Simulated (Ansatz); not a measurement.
**Si3C (ordered alloy on diamond lattice): maximally localised Wannier functions, part 1 of 2**

Aim: build maximally localised Wannier functions for Si3C (ordered alloy on diamond lattice) from several sets of trial orbitals, and check spreads and centres, and how well the models interpolate the bands. Plan: PBE, anion s p, 6×6×4; PBE, anion s p, 4×4×2; PBE, anion s p, 6×6×6; PBE, anion p, 6×6×4; r2SCAN, anion s p, 6×6×4; r2SCAN, anion p, 6×6×4 (level, trial orbitals, Wannier mesh).

Computed with Ansatz 0.2.0 (plane waves, PAW, unless a step's input says otherwise).

5 further runs of the same task are left out: 5 that didn't finish. Runs told in other sessions of the task aren't counted.

### Step 1. The starting structure

Symmetry: P-4m2, No. 115, tetragonal system. Conventional cell: a = 3.432 Å, b = 3.432 Å, c = 5.000 Å, α = 90.00°, β = 90.00°, γ = 90.00°. C (site symmetry -4m2) has 4 Si at 1.99 Å in its first shell of neighbours. Around Si (site symmetry 2mm) lie 2 C at 1.99 Å and 2 Si at 2.27 Å. Around Si (site symmetry -4m2) lie 4 Si at 2.27 Å.

Coordinates:

```
CELL_PARAMETERS angstrom
3.43181 0.00000 0.00000
0.00000 3.43181 0.00000
0.00000 0.00000 5.00043
ATOMIC_POSITIONS crystal
C 0.00000 0.00000 0.00000
Si 0.00000 0.50000 0.20320
Si 0.50000 0.50000 0.50000
Si 0.50000 0.00000 0.79680
```

The cell was relaxed beforehand with r2SCAN; those runs aren't shown.

### Step 2. PBE, anion s p, 6×6×4

File input.yaml:

```yaml
crystal:
  lattice:
    - [3.4318102017, 0.0, 0.0]
    - [0.0, 3.4318102017, 0.0]
    - [0.0, 0.0, 5.0004336163]
  atoms:
    - { symbol: C, position: [0.0, 0.0, 0.0] }
    - { symbol: Si, position: [0.0, 0.5, 0.2031984776] }
    - { symbol: Si, position: [0.5, 0.5, 0.5] }
    - { symbol: Si, position: [0.5, 0.0, 0.7968015224] }
kpoints:
  mp_grid: { grid: [6, 6, 4] }
  band_path:
    path:
      - [[0.0, 0.0, 0.0], [3.151027760738e-51, 0.5, -2.885680112025e-34], [0.5, 0.5, -2.306261789073e-19], [0.0, 0.0, 0.0], [-2.083420024138e-36, -1.105732491851e-50, 0.5], [5.57961174331e-36, 0.5, 0.5], [0.5, 0.5, 0.5], [-2.083420024138e-36, -1.105732491851e-50, 0.5]]
      - [[3.151027760738e-51, 0.5, -2.885680112025e-34], [5.57961174331e-36, 0.5, 0.5]]
      - [[0.5, 0.5, -2.306261789073e-19], [0.5, 0.5, 0.5]]
    npoints: 10
hamiltonian:
  xc: pbe
scf:
  occupations: { method: fermi_dirac, width: 0.02 }
  n_extra_bands: 6
output:
  forces: false
  stress: false
  eigenvalues: true
  wannier:
    kmesh: [6, 6, 4]
    projections: [{ species: C, l: s, shell: 2 }, { species: C, l: p, shell: 2 }]
    minimise: true
    write_hr: true
    conv_tol: 1.0e-08
    max_iter: 3000
```

Started as:

```
$ ansatz run input.yaml --threads 4 --pin off --max-ram 3686MiB --backend cpu --events-out ev --progress --plain --runs-dir out
```

The log of the run (excerpt; [...] marks lines left out):

```text
Warning: RAYON_NUM_THREADS=4 ignored (pool sized by the plan → 4); use --threads N
scf.n_extra_bands = 6 over 8 filled bands (N_el = 16.0): the run solves 14 bands
[...]
Pseudopotentials: kind: paw
Pseudopotential: C, paw, valence charge 4, recommended cutoff 420 eV (normal), C.paw.azcp
Pseudopotential: Si, paw, valence charge 4, recommended cutoff 420 eV (normal), Si.paw.azcp
Functional definition: PBE
[...]
Crystal: 4 atoms, lattice volume = 58.892 Å³
Basis set: ecut = 420 eV, 1141 PW (Γ)
Bands: 14, of which v1, the nominal top of the filled ones, is band 8 counted from 1 (7 counted from 0)
Symmetry: 8 space group operations
Space group: P-4m2 (ITA 115), of the structure as read, at distance tolerance 3.9e-5 Å
k-points: 30 of 144 (time reversal used)
[...]
SCF iter   1: F=—  HF=-2157.251713 eV  |F-HF|=—  |Δ(HF+E_count)|=         —  Δρ=5.35e-3  dr2=4.16e-2  ethr=1.77e-3  ⟨swp⟩=6.8  Hψ=2958  notcnv=0  defer=1
[...]
SCF iter   6: F=-2157.243219 eV  HF=-2157.243219 eV  |F-HF|=1.56e-9  |Δ(HF+E_count)|=   1.41e-7  Δρ=2.18e-6  dr2=2.26e-9  ethr=6.25e-10  ⟨swp⟩=6.4  Hψ=1668  notcnv=0
[...]
NSCF: frozen V_eff on 93 k-points
NSCF: frozen V_eff on 33 k-points
the Wannier pass solved 33 of the 144 points of its mesh, and has the states at the others by symmetry: states obtained by the crystal's operations at points that were solved too leave a residual of 2.20e-13 eV (read by the count's bands and the next), within 6.67e-6 eV
SCF converged after 6 iterations
Free energy (F): -2157.243219 eV
[...]
E sigma→0 (E₀):  -2157.242771 eV
Entropy (-TS):   -0.000896 eV (-0.224 meV/atom)
Fermi energy:    8.480845 eV
[...]
--- Band table (eV; the first three rows and the last of 30) ---
  k-point 0: bands = ["-6.2633", "-1.2455", "-0.1602", "4.0738", "4.0738", "7.5947", "7.6419", "8.6120", "8.6120", "9.6638", "11.8034", "11.8034", "11.8215", "13.4757"]
[...]
Wannier search: line search 1 of at most 3000: gauge-dependent spread (as the search counts it) 2.4957895 Å², largest recent change 1.1e-1 Å² and fall left 7.5e-4 Å² against conv_tol 1.0e-8 Å², 0 stops escaped
```

Wall time 1.8 s (4 threads of Arm Neoverse V2, shared host); peak memory 0.32 GiB.

wannier.win names the bands that the functions span: combinations of 1-8 (counted from 1; 8 are filled by count, though the bands overlap). Combinations are drawn from entangled bands, so such a model needn't follow any one band.

The head of wannier.spreads.toml:

```toml
omega_i_ang2 = 8.828469817281416
omega_d_ang2 = 0.014546189992695113
omega_od_ang2 = 0.7218012596468127
omega_total_ang2 = 9.564817266920924
least_projectability = 0.6886882632983929
b_vectors_match_mmn = true
n_iter = 21
converged = true
rejected_fitted_steps = 1
```

The functions (centres in Å, on-site energies from the highest level of the last filled band):

```
n       x       y       z  spread (Å²)  on-site (eV)  nearest atoms  distance (Å)
1  -0.612   0.000  -0.383        2.391        -8.091             C1          0.72
2   0.000  -0.612   0.383        2.391        -8.091             C1          0.72
3   0.612   0.000  -0.383        2.391        -8.091             C1          0.72
4   0.000   0.612   0.383        2.391        -8.091             C1          0.72
```

The largest hoppings ⟨m, 0|H|n, R⟩, one of each Hermitian pair (signs follow the phases of the functions):

```
m  n      R  distance (Å)  t (eV)
1  4  0 0 0          1.16  -1.739
3  4  0 0 0          1.16  -1.739
1  2  0 0 0          1.16  -1.739
2  3  0 0 0          1.16  -1.739
2  4  0 0 0          1.22  -1.451
1  3  0 0 0          1.22  -1.451
4  2  0 1 0          2.21  -1.380
3  1  1 0 0          2.21  -1.380
2  2  0 1 0          3.43   0.368
3  3  1 0 0          3.43   0.368
1  1  1 0 0          3.43   0.368
4  4  0 1 0          3.43   0.368
2  4  0 1 0          4.66  -0.263
1  3  1 0 0          4.66  -0.263
```

Interpolated bands at the corners of the path, eV from the highest level of the last filled band:

```
point      e1     e2     e3     e4
    Γ  -14.80  -6.41  -4.54  -4.54
    X  -13.06  -9.94  -5.47  -3.66
    M  -11.82  -8.56  -8.56  -4.35
    Γ  -14.80  -6.41  -4.54  -4.54
    Z  -14.39  -7.44  -4.30  -4.30
    R  -12.97  -9.08  -5.93  -3.60
    A  -11.76  -8.29  -8.29  -5.05
    Z  -14.39  -7.44  -4.30  -4.30
    X  -13.06  -9.94  -5.47  -3.66
    R  -12.97  -9.08  -5.93  -3.60
    M  -11.82  -8.56  -8.56  -4.35
    A  -11.76  -8.29  -8.29  -5.05
```

Along the path each interpolated band stays within 0.22, 2.23, 2.25, 0.58 eV of the nearest computed level, from the lowest band up.

Misses of an eV or more mean that the model does not follow those bands.

### Step 3. PBE, anion s p, 4×4×2

Changes to input.yaml since step 2:

```diff
@@ -28,3 +28,3 @@
   wannier:
-    kmesh: [6, 6, 4]
+    kmesh: [4, 4, 2]
     projections: [{ species: C, l: s, shell: 2 }, { species: C, l: p, shell: 2 }]
```

Started as:

```
$ ansatz run input.yaml --threads 4 --pin off --max-ram 3686MiB --backend cpu --events-out ev --progress --plain --runs-dir out
```

The log of the run (excerpt; [...] marks lines left out):

```text
Warning: RAYON_NUM_THREADS=4 ignored (pool sized by the plan → 4); use --threads N
scf.n_extra_bands = 6 over 8 filled bands (N_el = 16.0): the run solves 14 bands
[...]
[... 4 set-up lines as earlier in the session ...]
[...]
Crystal: 4 atoms, lattice volume = 58.892 Å³
Basis set: ecut = 420 eV, 1141 PW (Γ)
Bands: 14, of which v1, the nominal top of the filled ones, is band 8 counted from 1 (7 counted from 0)
[... 2 set-up lines as earlier in the session ...]
k-points: 30 of 144 (time reversal used)
[...]
SCF iter   1: F=—  HF=-2157.251713 eV  |F-HF|=—  |Δ(HF+E_count)|=         —  Δρ=5.35e-3  dr2=4.16e-2  ethr=1.77e-3  ⟨swp⟩=6.8  Hψ=2958  notcnv=0  defer=1
[...]
SCF iter   6: F=-2157.243219 eV  HF=-2157.243219 eV  |F-HF|=1.56e-9  |Δ(HF+E_count)|=   1.41e-7  Δρ=2.18e-6  dr2=2.26e-9  ethr=6.25e-10  ⟨swp⟩=6.4  Hψ=1668  notcnv=0
[...]
NSCF: frozen V_eff on 93 k-points
NSCF: frozen V_eff on 15 k-points
the Wannier pass solved 15 of the 32 points of its mesh, and has the states at the others by symmetry: states obtained by the crystal's operations at points that were solved too leave a residual of 1.77e-13 eV (read by the count's bands and the next), within 1.67e-5 eV
SCF converged after 6 iterations
Free energy (F): -2157.243219 eV
[...]
E sigma→0 (E₀):  -2157.242771 eV
Entropy (-TS):   -0.000896 eV (-0.224 meV/atom)
Fermi energy:    8.480845 eV
[...]
--- Band table (eV; the first three rows and the last of 30) ---
  k-point 0: bands = ["-6.2633", "-1.2455", "-0.1602", "4.0738", "4.0738", "7.5947", "7.6419", "8.6120", "8.6120", "9.6638", "11.8034", "11.8034", "11.8215", "13.4757"]
[...]
Wannier search: line search 1 of at most 3000: gauge-dependent spread (as the search counts it) 2.2939025 Å², largest recent change 5.2e-2 Å² and fall left 2.8e-4 Å² against conv_tol 1.0e-8 Å², 0 stops escaped
```

Run time: 1.5 s. Hardware: 4 threads of Arm Neoverse V2, shared host; peak memory 0.32 GiB.

wannier.win names the bands that the functions span: combinations of 1-8 (counted from 1; 8 are filled by count, though the bands overlap). Combinations are drawn from entangled bands, so such a model needn't follow any one band.

The head of wannier.spreads.toml:

```toml
omega_i_ang2 = 6.465861837895879
omega_d_ang2 = 0.005500608205092927
omega_od_ang2 = 0.7040119643400847
omega_total_ang2 = 7.175374410441057
least_projectability = 0.6836835789849357
b_vectors_match_mmn = true
n_iter = 26
converged = true
rejected_fitted_steps = 1
```

The functions (centres in Å, on-site energies from the highest level of the last filled band):

```
n       x       y       z  spread (Å²)  on-site (eV)  nearest atoms  distance (Å)
1  -0.611   0.000  -0.399        1.794        -8.072             C1          0.73
2   0.000  -0.611   0.399        1.794        -8.072             C1          0.73
3   0.611   0.000  -0.399        1.794        -8.072             C1          0.73
4   0.000   0.611   0.399        1.794        -8.072             C1          0.73
```

Along the path each interpolated band stays within 0.19, 2.23, 2.25, 0.73 eV of the nearest computed level, from the lowest band up.

Misses of an eV or more mean that the model does not follow those bands.

### Step 4. PBE, anion s p, 6×6×6

Changes to input.yaml since step 3:

```diff
@@ -28,3 +28,3 @@
   wannier:
-    kmesh: [4, 4, 2]
+    kmesh: [6, 6, 6]
     projections: [{ species: C, l: s, shell: 2 }, { species: C, l: p, shell: 2 }]
```

Started as:

```
$ ansatz run input.yaml --threads 4 --pin off --max-ram 3686MiB --backend cpu --events-out ev --progress --plain --runs-dir out
```

The log of the run (excerpt; [...] marks lines left out):

```text
Warning: RAYON_NUM_THREADS=4 ignored (pool sized by the plan → 4); use --threads N
scf.n_extra_bands = 6 over 8 filled bands (N_el = 16.0): the run solves 14 bands
[...]
[... 4 set-up lines as earlier in the session ...]
[...]
Crystal: 4 atoms, lattice volume = 58.892 Å³
Basis set: ecut = 420 eV, 1141 PW (Γ)
Bands: 14, of which v1, the nominal top of the filled ones, is band 8 counted from 1 (7 counted from 0)
[... 2 set-up lines as earlier in the session ...]
k-points: 30 of 144 (time reversal used)
[...]
SCF iter   1: F=—  HF=-2157.251713 eV  |F-HF|=—  |Δ(HF+E_count)|=         —  Δρ=5.35e-3  dr2=4.16e-2  ethr=1.77e-3  ⟨swp⟩=6.8  Hψ=2958  notcnv=0  defer=1
[...]
SCF iter   6: F=-2157.243219 eV  HF=-2157.243219 eV  |F-HF|=1.56e-9  |Δ(HF+E_count)|=   1.41e-7  Δρ=2.18e-6  dr2=2.26e-9  ethr=6.25e-10  ⟨swp⟩=6.4  Hψ=1668  notcnv=0
[...]
NSCF: frozen V_eff on 93 k-points
NSCF: frozen V_eff on 43 k-points
WARN: eigensolver did not converge in 4 slots of this pass, the one above among them; of largest residual over every band (k=36): 1 band(s) unlocked (lowest unlocked band 13, counted from 0; max residual 5.87e-5 eV among the unlocked bands, 5.87e-5 eV over every band); of lowest unlocked [...]
the Wannier pass solved 43 of the 216 points of its mesh, and has the states at the others by symmetry: states obtained by the crystal's operations at points that were solved too leave a residual of 2.44e-13 eV (read by the count's bands and the next), within 6.67e-6 eV
SCF converged after 6 iterations
Free energy (F): -2157.243219 eV
[...]
E sigma→0 (E₀):  -2157.242771 eV
Entropy (-TS):   -0.000896 eV (-0.224 meV/atom)
Fermi energy:    8.480845 eV
[...]
--- Band table (eV; the first three rows and the last of 30) ---
  k-point 0: bands = ["-6.2633", "-1.2455", "-0.1602", "4.0738", "4.0738", "7.5947", "7.6419", "8.6120", "8.6120", "9.6638", "11.8034", "11.8034", "11.8215", "13.4757"]
[...]
Wannier search: line search 1 of at most 3000: gauge-dependent spread (as the search counts it) 2.5076600 Å², largest recent change 1.3e-1 Å² and fall left 8.3e-4 Å² against conv_tol 1.0e-8 Å², 0 stops escaped
```

Wall time 2 s (4 threads of Arm Neoverse V2, shared host); peak memory 0.32 GiB.

The eigensolver's warning concerns residuals under 0.0001 eV, too small to move the results.

wannier.win names the bands that the functions span: combinations of 1-8 (counted from 1; 8 are filled by count, though the bands overlap). Combinations are drawn from entangled bands, so such a model needn't follow any one band.

The head of wannier.spreads.toml:

```toml
omega_i_ang2 = 9.625268313444764
omega_d_ang2 = 0.019685144395837843
omega_od_ang2 = 0.7057969098576486
omega_total_ang2 = 10.35075036769825
least_projectability = 0.6886882632908081
b_vectors_match_mmn = true
n_iter = 22
converged = true
rejected_fitted_steps = 1
```

The functions (centres in Å, on-site energies from the highest level of the last filled band):

```
n       x       y       z  spread (Å²)  on-site (eV)  nearest atoms  distance (Å)
1  -0.616   0.000  -0.378        2.588        -8.094             C1          0.72
2   0.000  -0.616   0.378        2.588        -8.094             C1          0.72
3   0.616   0.000  -0.378        2.588        -8.094             C1          0.72
4   0.000   0.616   0.378        2.588        -8.094             C1          0.72
```

Along the path each interpolated band stays within 0.27, 2.29, 2.25, 0.58 eV of the nearest computed level, from the lowest band up.

Misses of an eV or more mean that the model does not follow those bands.

### Step 5. PBE, anion p, 6×6×4

Changes to input.yaml since step 4:

```diff
@@ -28,4 +28,4 @@
   wannier:
-    kmesh: [6, 6, 6]
-    projections: [{ species: C, l: s, shell: 2 }, { species: C, l: p, shell: 2 }]
+    kmesh: [6, 6, 4]
+    projections: [{ species: C, l: p, shell: 2 }]
     minimise: true
```

Started as:

```
$ ansatz run input.yaml --threads 4 --pin off --max-ram 3686MiB --backend cpu --events-out ev --progress --plain --runs-dir out
```

The log of the run (excerpt; [...] marks lines left out):

```text
Warning: RAYON_NUM_THREADS=4 ignored (pool sized by the plan → 4); use --threads N
scf.n_extra_bands = 6 over 8 filled bands (N_el = 16.0): the run solves 14 bands
[...]
[... 4 set-up lines as earlier in the session ...]
[...]
Crystal: 4 atoms, lattice volume = 58.892 Å³
Basis set: ecut = 420 eV, 1141 PW (Γ)
Bands: 14, of which v1, the nominal top of the filled ones, is band 8 counted from 1 (7 counted from 0)
[... 2 set-up lines as earlier in the session ...]
k-points: 30 of 144 (time reversal used)
[...]
SCF iter   1: F=—  HF=-2157.251713 eV  |F-HF|=—  |Δ(HF+E_count)|=         —  Δρ=5.35e-3  dr2=4.16e-2  ethr=1.77e-3  ⟨swp⟩=6.8  Hψ=2958  notcnv=0  defer=1
[...]
SCF iter   6: F=-2157.243219 eV  HF=-2157.243219 eV  |F-HF|=1.56e-9  |Δ(HF+E_count)|=   1.41e-7  Δρ=2.18e-6  dr2=2.26e-9  ethr=6.25e-10  ⟨swp⟩=6.4  Hψ=1668  notcnv=0
[...]
NSCF: frozen V_eff on 93 k-points
NSCF: frozen V_eff on 33 k-points
the Wannier pass solved 33 of the 144 points of its mesh, and has the states at the others by symmetry: states obtained by the crystal's operations at points that were solved too leave a residual of 2.20e-13 eV (read by the count's bands and the next), within 6.67e-6 eV
SCF converged after 6 iterations
Free energy (F): -2157.243219 eV
[...]
E sigma→0 (E₀):  -2157.242771 eV
Entropy (-TS):   -0.000896 eV (-0.224 meV/atom)
Fermi energy:    8.480845 eV
[...]
--- Band table (eV; the first three rows and the last of 30) ---
  k-point 0: bands = ["-6.2633", "-1.2455", "-0.1602", "4.0738", "4.0738", "7.5947", "7.6419", "8.6120", "8.6120", "9.6638", "11.8034", "11.8034", "11.8215", "13.4757"]
[...]
Wannier search: line search 1 of at most 3000: gauge-dependent spread (as the search counts it) 0.3000278 Å², largest recent change 1.7e-2 Å² and fall left 1.6e-5 Å² against conv_tol 1.0e-8 Å², 0 stops escaped
```

It took 1.8 s on 4 threads of Arm Neoverse V2, shared host; peak memory 0.32 GiB.

wannier.win names the bands that the functions span: combinations of 1-8 (counted from 1; 8 are filled by count, though the bands overlap). Combinations are drawn from entangled bands, so such a model needn't follow any one band.

The head of wannier.spreads.toml:

```toml
omega_i_ang2 = 10.661687175963436
omega_d_ang2 = 0.026394356938748528
omega_od_ang2 = 0.24335093264303986
omega_total_ang2 = 10.931432465545225
least_projectability = 0.6566242886106516
b_vectors_match_mmn = true
n_iter = 26
converged = true
rejected_fitted_steps = 0
```

The functions (centres in Å, on-site energies from the highest level of the last filled band):

```
n       x      y       z  spread (Å²)  on-site (eV)  nearest atoms  distance (Å)
1  -0.225  0.000  -0.085        3.633        -6.110             C1          0.24
2   0.225  0.000  -0.085        3.633        -6.110             C1          0.24
3   0.000  0.000   0.165        3.664        -6.392             C1          0.16
```

The largest hoppings ⟨m, 0|H|n, R⟩, one of each Hermitian pair (signs follow the phases of the functions):

```
m  n      R  distance (Å)  t (eV)
3  3  0 1 0          3.43   1.148
2  1  1 0 0          2.98   0.898
1  2  1 0 0          3.88   0.540
1  1  1 0 0          3.43   0.429
2  2  1 0 0          3.43   0.429
1  2  0 0 0          0.45  -0.282
2  2  0 1 0          3.43  -0.259
1  1  0 1 0          3.43  -0.259
```

Interpolated bands at the corners of the path, eV from the highest level of the last filled band:

```
point     e1     e2     e3
    Γ  -6.41  -4.54  -4.54
    X  -9.94  -5.30  -3.66
    M  -8.56  -8.56  -4.35
    Γ  -6.41  -4.54  -4.54
    Z  -7.44  -4.30  -4.30
    R  -9.08  -5.69  -3.60
    A  -8.29  -8.29  -5.05
    Z  -7.44  -4.30  -4.30
    X  -9.94  -5.30  -3.66
    R  -9.08  -5.69  -3.60
    M  -8.56  -8.56  -4.35
    A  -8.29  -8.29  -5.05
```

Along the path each interpolated band stays within 2.23, 2.18, 0.65 eV of the nearest computed level, from the lowest band up.

Misses of an eV or more mean that the model does not follow those bands.

(Continued in part 2 of 2.)
